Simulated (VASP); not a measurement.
# Li15H17 (a cell with a defect) in VASP: single point with PBE

Aim: the single point of Li15H17 (a cell with a defect) with PBE.

Everything below comes from runs of VASP 6.6.1. Logs are shortened: lines on timing, memory, paths and dates and some standing lists are left out, and cuts for length are marked.

### Step 1. The cell of the first run

The cell holds a defect, 32 atoms: a = 6.941 Å, b = 6.941 Å, c = 6.941 Å, α = 109.47°, β = 109.47°, γ = 109.47°.

### Step 2. Single point, PBE (H on a Li site (a), charge +0, atoms relaxed at the host's cell)

Input file INCAR:

```
PREC     = Accurate       # precision mode
ENCUT    = 520            # plane-wave cutoff, eV
EDIFF    = 1E-6           # SCF threshold, eV
ISMEAR   = 0              # smearing method
SIGMA    = 0.01           # smearing width, eV
LREAL    = Auto         
LASPH    = T              # aspherical terms in the spheres
NELM     = 100            # most SCF steps
ALGO     = Normal         # electronic algorithm
ISIF     = 2              # what is computed and relaxed
LWAVE    = F              # write WAVECAR
LCHARG   = F              # write CHGCAR
GGA      = PE             # functional
NBANDS   = 53             # bands
```

Input file KPOINTS:

```
Automatic mesh
0
Gamma
  2 2 2
  0.5 0.5 0.5
```

Input file POSCAR:

```
Li15H17
1.0
    4.0071000521     -4.0071000521     -4.0071000521
   -4.0071000521      4.0071000521     -4.0071000521
    4.0071000521      4.0071000521      4.0071000521
H Li
17 15
Direct
    0.5000000000      0.2500000000      0.2500000000
    0.7462046499      0.2500000000      0.4962046499
    0.7500000000      0.0000000000      0.7500000000
    0.5000000000      0.4962046499      0.4962046499
    0.7500000000      0.7500000000      0.0000000000
    0.5000000000      0.2500000000      0.7500000000
    0.7462046499      0.4962046499      0.2500000000
    0.5000000000      0.0037953501      0.0037953501
    0.2500000000      0.7500000000      0.5000000000
    0.2500000000      0.5000000000      0.7500000000
    0.5000000000      0.7500000000      0.2500000000
    0.0000000000      0.0000000000      0.5000000000
    0.2537953501      0.2500000000      0.0037953501
    0.2537953501      0.0037953501      0.2500000000
    0.0000000000      0.7500000000      0.7500000000
    0.0000000000      0.5000000000      0.0000000000
    0.0000000000      0.2500000000      0.2500000000
    0.5000000000      0.0024023336      0.4975976664
    0.2524023336      0.4975976664      0.2500000000
    0.5000000000      0.7500000000      0.7500000000
    0.2524023336      0.2500000000      0.4975976664
    0.5000000000      0.4975976664      0.0024023336
    0.2524023336      0.0024023336      0.7548046672
    0.0000000000      0.7500000000      0.2500000000
   -0.0048046672      0.4975976664      0.4975976664
    0.2524023336      0.7548046672      0.0024023336
    0.7475976664      1.0024023336      0.2500000000
    0.0000000000      0.2500000000      0.7500000000
    0.0048046672      0.0024023336      0.0024023336
    0.7475976664      0.7451953328      0.4975976664
    0.7475976664      0.4975976664      0.7451953328
    0.7475976664      0.2500000000      0.0024023336
```

Potentials or basis: VASP PAW PBE potentials, release 64 (H, Li_sv).

On the command line:

```
cat potpaw_PBE.64/H/POTCAR potpaw_PBE.64/Li_sv/POTCAR > POTCAR
mpirun -np 1 vasp_std > vasp.out
```

OUTCAR:

```text
PREC = Accurate
   ENCUT = 520
   EDIFF = 1E-6
   ISMEAR = 0
   LREAL = Auto
   LASPH = T
   NELM = 100
   ISIF = 2
   GGA = PE

 ion  position               nearest neighbor table
   1  0.500  0.250  0.250-
   2  0.746  0.250  0.496-
   3  0.750  0.000  0.750-
   4  0.500  0.496  0.496-
   5  0.750  0.750  0.000-
   6  0.500  0.250  0.750-
[... 24 lines left out ...]
  31  0.748  0.498  0.745-
  32  0.748  0.250  0.002-

  LATTYP: Found a body centered cubic cell.
 ALAT       =     8.0142001042

  Lattice vectors:

 A1 = (   4.0071000521,  -4.0071000521,  -4.0071000521)
 A2 = (  -4.0071000521,   4.0071000521,  -4.0071000521)
 A3 = (   4.0071000521,   4.0071000521,   4.0071000521)

Analysis of symmetry for initial positions (statically):
=====================================================================
 Subroutine PRICEL returns:
 Original cell was already a primitive cell.

 Routine SETGRP: Setting up the symmetry group for a
 body centered cubic supercell.

 Subroutine GETGRP returns: Found 48 space group operations
 (whereof  4 operations were pure point group operations)
 out of a pool of 48 trial point group operations.

The static configuration has the point symmetry C_2v.
 The point group associated with its full space group is O_h .

Analysis of symmetry for dynamics (positions and initial velocities):
=====================================================================
 Subroutine PRICEL returns:
 Original cell was already a primitive cell.

 Routine SETGRP: Setting up the symmetry group for a
 body centered cubic supercell.

 Subroutine GETGRP returns: Found 48 space group operations
 (whereof  4 operations were pure point group operations)
 out of a pool of 48 trial point group operations.

The dynamic configuration has the point symmetry C_2v.
 The point group associated with its full space group is O_h .

 Subroutine INISYM returns: Found 48 space group operations
 (whereof  4 operations are pure point group operations),
 and found     1 'primitive' translations

----------------------------------------------------------------------------------------

                                     Primitive cell

  volume of cell :     257.3656

  direct lattice vectors                    reciprocal lattice vectors
     4.007100052 -4.007100052 -4.007100052     0.124778517  0.000000000 -0.124778517
    -4.007100052  4.007100052 -4.007100052     0.000000000  0.124778517 -0.124778517
     4.007100052  4.007100052  4.007100052     0.124778517  0.124778517  0.000000000

  length of vectors
     6.940500881  6.940500881  6.940500881     0.176463470  0.176463470  0.176463470

  position of ions in fractional coordinates (direct lattice)
     0.500000000  0.250000000  0.250000000
     0.746204650  0.250000000  0.496204650
     0.750000000  0.000000000  0.750000000
     0.500000000  0.496204650  0.496204650
     0.750000000  0.750000000  0.000000000
     0.500000000  0.250000000  0.750000000
[... 24 lines left out ...]
     0.747597666  0.497597666  0.745195333
     0.747597666  0.250000000  0.002402334

  ion indices of the primitive-cell ions
   primitive index   ion index
                 1           1
                 2           2
                 3           3
                 4           4
                 5           5
                 6           6
[... 24 lines left out ...]
                31          31
                32          32

----------------------------------------------------------------------------------------

 KPOINTS: Automatic mesh

Automatic generation of k-mesh.
 Grid dimensions read from file:
 generate k-points for:    2    2    2

 Generating k-lattice:

  Cartesian coordinates                     Fractional coordinates (reciprocal lattice)
     0.062389258  0.000000000 -0.062389258     0.500000000  0.000000000  0.000000000
     0.000000000  0.062389258 -0.062389258     0.000000000  0.500000000  0.000000000
     0.062389258  0.062389258  0.000000000     0.000000000  0.000000000  0.500000000

  Length of vectors
     0.088231735  0.088231735  0.088231735

  Shift w.r.t. Gamma in fractional coordinates (k-lattice)
     0.500000000  0.500000000  0.500000000

 Subroutine IBZKPT returns following result:
 ===========================================

 Found      2 irreducible k-points:

 Following reciprocal coordinates:
            Coordinates               Weight
  0.250000  0.250000  0.250000      2.000000
 -0.250000  0.250000  0.250000      6.000000
   k-points           NKPTS =      2   k-points in BZ     NKDIM =      2   number of bands    NBANDS=     53
   number of dos      NEDOS =    301   number of ions     NIONS =     32
   total plane-waves  NPLWV = 157464
   dimension x,y,z NGX =    54 NGY =   54 NGZ =   54
   dimension x,y,z NGXF=   108 NGYF=  108 NGZF=  108
   ions per type =              17  15
   NGX,Y,Z   is equivalent  to a cutoff of  12.93, 12.93, 12.93 a.u.
   NGXF,Y,Z  is equivalent  to a cutoff of  25.87, 25.87, 25.87 a.u.
 SYSTEM =  unknown system
   PREC   = accura    normal or accurate (medium, high low for compatibility)
   ISTART =      0    job   : 0-new  1-cont  2-samecut
   ICHARG =      2    charge: 1-file 2-atom 10-const
   ISPIN  =      1    spin polarized calculation?
   LNONCOLLINEAR =      F non collinear calculations
   LSORBIT =      F    spin-orbit coupling
   LASPH  =      T    aspherical Exc in radial PAW
   ENCUT  =  520.0 eV  38.22 Ry    6.18 a.u.  12.90 12.90 12.90*2*pi/ulx,y,z
   NELM   =    100;   NELMIN=  2; NELMDL= -5     # of ELM steps
   EDIFF  = 0.1E-05   stopping-criterion for ELM
   LREAL  =      T    real-space projection
   EDIFFG = 0.1E-04   stopping-criterion for IOM
   NSW    =      0    number of steps for IOM
   IBRION =     -1    ionic relax: 0-MD 1-quasi-New 2-CG
   NFREE  =      0    steps in history (QN), initial steepest desc. (CG)
   ISIF   =      2    stress and relaxation
   ISYM   =      2    0-nonsym 1-usesym 2-fastsym
   POTIM  = 0.5000    time-step for ionic-motion
   TEBEG  =    0.0;   TEEND  =   0.0 temperature during run
   PSTRESS=    0.0 pullay stress
   NELECT =      62.0000    total number of electrons
   NUPDOWN=      -1.0000    fix difference up-down
   EMIN   =  10.00;   EMAX   =-10.00  energy-range for DOS
   EFERMI =   0.00;   METHOD = LEGACY
   ISMEAR =     0;   SIGMA  =   0.01  broadening in eV -4-tet -1-fermi 0-gaus
   EFERMI_NEDOS =   21; number of points for ismear=-14 and -15
   IALGO  =     38    algorithm
   IMIX   =      4    mixing-type and parameters
     AMIX     =   0.40;   BMIX     =  1.00
     AMIX_MAG =   1.60;   BMIX_MAG =  1.00
  volume/ion in A,a.u.               =       8.04        54.27
  Fermi-wavevector in a.u.,A,eV,Ry     =   1.018643  1.924956 14.117853  1.037633
  Thomas-Fermi vector in A             =   2.152112
   LORBIT       =      0    0 simple, 1 ext, 2 COOP (PROOUT), +10 PAW based schemes
   GGA     = PE    functional components
   LHFCALC =     F    Hartree Fock is set to
   AEXX    =    0.0000 exact exchange contribution
   IVDW    =     0    specifies the selected vdW correction
   LEPSILON=     F    determine dielectric tensor
   LRPA    =     F    only Hartree local field effects (RPA)
 non-spin polarized calculation
 Gauss-broadening in eV      SIGMA  =   0.01
  energy-cutoff  :      520.00
  volume of cell :      257.37
 maximum number of plane-waves:      6927
 NGX is ok and might be reduce to    54
   NGX = 25   NGY = 25   NGZ = 25

 number of electron      62.0000003 magnetization

 Free energy of the ion-electron system (eV)
  ---------------------------------------------------
  ext. energy  EPLUGINS =         0.00000000
  ---------------------------------------------------
  free energy    TOTEN  =       -95.06717453 eV

  energy without entropy =      -95.06717453  energy(sigma->0) =      -95.06717453

 E-fermi :   0.0223     XC(G=0):  -8.4671

 val. band max:       -0.0953619669   @ k =  -0.2500   0.2500   0.2500
 cond. band min:       1.2636879274   @ k =   0.2500   0.2500   0.2500
 fundamental gap:      1.3590498943
 Fermi energy:         0.0222977106

 k-point     1 :       0.2500    0.2500    0.2500
  band No.  band energies     occupation
      1     -44.3710      2.00000
      2     -44.3709      2.00000
      3     -44.3709      2.00000
      4     -44.3709      2.00000
      5     -44.3479      2.00000
      6     -44.3479      2.00000
[... 35 lines left out ...]
     42       5.6576      0.00000
     43       5.6576      0.00000

 k-point     2 :      -0.2500    0.2500    0.2500
  band No.  band energies     occupation
      1     -44.3825      2.00000
      2     -44.3651      2.00000
      3     -44.3651      2.00000
      4     -44.3567      2.00000
      5     -44.3544      2.00000
      6     -44.3539      2.00000
[... 35 lines left out ...]
     42       6.0344      0.00000
     43       6.5281      0.00000
 [bands above 43 left out]

------------------------ aborting loop because EDIFF is reached ----------------------------------------

  FORCE on cell =-STRESS in cart. coord.  units (eV):
  Direction    XX          YY          ZZ          XY          YZ          ZX
  --------------------------------------------------------------------------------------
  -------------------------------------------------------------------------------------
  Total       -2.1800355     -2.1800355     -2.1800355      0.0000000      0.0000000     -0.0000000
  in kB      -13.5713672    -13.5713672    -13.5713672      0.0000000      0.0000000     -0.0000000
  external PRESSURE =     -13.5713672 kB  Pullay stress =       0.0000000 kB

 VOLUME and BASIS-vectors are now :
 -----------------------------------------------------------------------------
  energy-cutoff  :      520.00
  volume of cell :      257.37
      direct lattice vectors                 reciprocal lattice vectors
     4.007100052 -4.007100052 -4.007100052     0.124778517  0.000000000 -0.124778517
    -4.007100052  4.007100052 -4.007100052     0.000000000  0.124778517 -0.124778517
     4.007100052  4.007100052  4.007100052     0.124778517  0.124778517  0.000000000

 POSITION                                       TOTAL-FORCE (eV/Angst)
 -----------------------------------------------------------------------------------
      2.00355      0.00000     -2.00355         0.000000     -0.000000      0.000000
      3.97668      0.00000     -2.00355         0.003558     -0.000000      0.000000
      6.01065      0.00000      0.00000         0.000000     -0.000000      0.000000
      2.00355      1.97313     -2.00355         0.000000      0.003558      0.000000
      0.00000      0.00000     -6.01065         0.000000     -0.000000      0.000000
      4.00710      2.00355      0.00000         0.000000     -0.000000      0.000000
[... 24 lines left out ...]
      3.98785      1.98430     -2.00355        -0.000819     -0.000819      0.000000
      2.00355     -1.98430     -3.98785         0.000000      0.000819      0.000819
 -----------------------------------------------------------------------------------
    total drift:                                0.000000      0.000000     -0.000000

  FREE ENERGIE OF THE ION-ELECTRON SYSTEM (eV)
  ---------------------------------------------------
  free  energy   TOTEN  =       -95.0671745289 eV

  energy  without entropy=      -95.0671745289  energy(sigma->0) =      -95.06717453
```

It took 32 s on 1 thread of Intel Xeon 6975P-C (Granite Rapids), shared host; peak memory 0.35 GiB.

What came out:

* Free energy: -95.0672 eV
* Largest force: 0.004 eV/Å
* Band gap on the k mesh: 1.36 eV, indirect (least direct gap 1.51 eV)

Forces on the atoms (eV/Å):
```
H    0.000  0.000  0.000
H    0.004  0.000  0.000
H    0.000  0.000  0.000
H    0.000  0.004  0.000
H    0.000  0.000  0.000
H    0.000  0.000  0.000
H    0.000  0.000 -0.004
H    0.000 -0.004  0.000
H    0.000  0.000  0.000
H    0.000  0.000  0.000
H    0.000  0.000  0.000
H    0.000  0.000  0.000
H   -0.004  0.000  0.000
H    0.000  0.000  0.004
H    0.000  0.000  0.000
H    0.000  0.000  0.000
H    0.000  0.000  0.000
Li  -0.001  0.000 -0.001
Li   0.001 -0.001  0.000
Li   0.000  0.000  0.000
Li   0.000 -0.001 -0.001
Li   0.001  0.000  0.001
Li   0.001  0.001  0.000
Li   0.000  0.000  0.000
Li  -0.001  0.000  0.001
Li   0.000  0.001 -0.001
Li  -0.001  0.001  0.000
Li   0.000  0.000  0.000
Li   0.001  0.000 -0.001
Li   0.000 -0.001  0.001
Li  -0.001 -0.001  0.000
Li   0.000  0.001  0.001
```

Levels at points of the mesh, in eV from the valence-band top:
```csv
k point,band 28,band 29,band 30,band 31,band 32,band 33,band 34,band 35
"(0.25, 0.25, 0.25)",-1.62,-1.49,-1.49,-1.49,1.36,5.46,5.46,5.50
```

Caveat: the k mesh is coarse (spacing up to 0.55 Å⁻¹), so the values aren't converged; the cutoff is under 1.25 times the usual one of these potentials, so pressure, stress and relaxed cells hold a basis-set (Pulay) error.
